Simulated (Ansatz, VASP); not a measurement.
## MnO2 in VASP and in Ansatz

INCAR

```
PREC = Accurate
ENCUT = 520
EDIFF = 1E-6
ISMEAR = -1
SIGMA = 0.05
LREAL = False
LASPH = True
NELM = 150
ALGO = Fast
ISIF = 2
LWAVE = False
LCHARG = False
ISPIN = 2
MAGMOM = 0 0 0 0 0 0
LORBIT = 11
LMAXMIX = 4
GGA = B5
ALDAX = 1.0
AGGAX = 1.0
AGGAC = 1.0
ALDAC = 0.0
LOPTICS = True
NBANDS = 49
NEDOS = 2000
CSHIFT = 0.1
```

Contents of MnO2.cif:

```cif
data_MnO2
_cell_length_a 2.90415800
_cell_length_b 3.84481000
_cell_length_c 6.16426400
_cell_angle_alpha 90.00000000
_cell_angle_beta 90.00000000
_cell_angle_gamma 90.00000000
_space_group_name_H-M_alt 'Pmmn'
_space_group_name_Hall 'P 2 2ab -1ab'
_space_group_IT_number 59
loop_
_space_group_symop_operation_xyz
'x,y,z'
'-x,-y,z'
'x+1/2,-y+1/2,-z'
'-x+1/2,y+1/2,-z'
'-x+1/2,-y+1/2,-z'
'x+1/2,y+1/2,-z'
'-x,y,z'
'x,-y,z'
loop_
_atom_site_label
_atom_site_type_symbol
_atom_site_symmetry_multiplicity
_atom_site_Wyckoff_symbol
_atom_site_fract_x
_atom_site_fract_y
_atom_site_fract_z
_atom_site_occupancy
Mn1 Mn 2 a 0.5000000000 0.5000000000 0.3433015000 1
O1 O 2 b 0.5000000000 0.0000000000 0.8375675000 1
O2 O 2 b 0.5000000000 0.0000000000 0.4217995000 1
```

File KPOINTS:

```
Automatic mesh
0
Gamma
  9 7 5
```

POSCAR

```
Mn O 
 1.0000000000000000
     2.9041579999999998    0.0000000000000000    0.0000000000000000
     0.0000000000000000    3.8448099999999998    0.0000000000000000
     0.0000000000000000    0.0000000000000000    6.1642640000000002
 Mn  O  
   2   4
Cartesian
  1.4520789999999999  1.9224049999999999  2.1162010775960001
  0.0000000000000000  0.0000000000000000  4.0480629224040010
  1.4520789999999999  0.0000000000000000  5.1629871878200007
  0.0000000000000000  1.9224049999999999  1.0012768121800000
  1.4520789999999999  0.0000000000000000  2.6000834730680000
  0.0000000000000000  1.9224049999999999  3.5641805269320002
```

The input input.yaml:

```yaml
crystal:
  lattice:
    - [2.904158, 0.0, 0.0]
    - [0.0, 3.84481, 0.0]
    - [0.0, 0.0, 6.164264]
  atoms:
    - { symbol: Mn, position: [0.5, 0.5, 0.3433015] }
    - { symbol: Mn, position: [0.0, 0.0, 0.6566985] }
    - { symbol: O, position: [0.5, 0.0, 0.8375675] }
    - { symbol: O, position: [0.0, 0.5, 0.1624325] }
    - { symbol: O, position: [0.5, 0.0, 0.4217995] }
    - { symbol: O, position: [0.0, 0.5, 0.5782005] }
hamiltonian:
  xc: blyp
  pseudopotentials: { kind: paw }
magnetization:
  spin_polarized: true
kpoints:
  mp_grid: { grid: [9, 7, 5] }
scf:
  occupations: { method: fermi_dirac, width: 0.05 }
  n_extra_bands: 24
output:
  eigenvalues: true
  optics: { e_range: [0, 14], sigma: 0.2, nscf_kmesh: { grid: [12, 10, 7] } }
  write_density: true
  write_potential: true
  elf: true
  volumetric_format: npy
```

Measurements of this composition are mostly on another form, of space group No. 136.

Alike in both runs: task optical spectrum; functional BLYP; k mesh 9 × 7 × 5; occupations fermi-dirac, width 0.05 eV; collinear spin, zero start.

|  | VASP | Ansatz |
| --- | --- | --- |
| version | VASP 6.6.1 | Ansatz 0.2.0 |
| potentials or method | VASP PAW PBE potentials, release 64 (Mn_pv, O) | Ansatz PAW |
| plane-wave cutoff (eV) | 520 | 420 |
| valence electrons in the cell | 50 | 54 |

|  | VASP | Ansatz | Ansatz less VASP |
| --- | --- | --- | --- |
| gap on the k mesh at the Fermi level (eV) | none | none | - |
| net moment per atom (μB) | 0.00 | 1.00 | +1.000 |
| size of the moment on the site where the two differ most (μB) | 0.00 | 2.37 | +2.369 |

The net moments differ so much that the two runs ended in different magnetic states, which moves the other rows too. Site moments also hang on the region over which each program counts them. A gap of «none» marks a metal or a gap that the smearing closes. The two sets of potentials don't hold the same shells in valence.

Caveats: spectra need much finer meshes, so this one isn't converged; the intraband (Drude) part of a metal's response may be missing; semilocal functionals often make such compounds metallic where correlation or magnetic order opens a gap, which also shifts bond lengths; these spectra lack excitons (VASP); independent-particle spectra lack excitons (Ansatz). With open d or f shells a metallic result of BLYP can be an artefact of self-interaction; +U or a hybrid may open a gap.
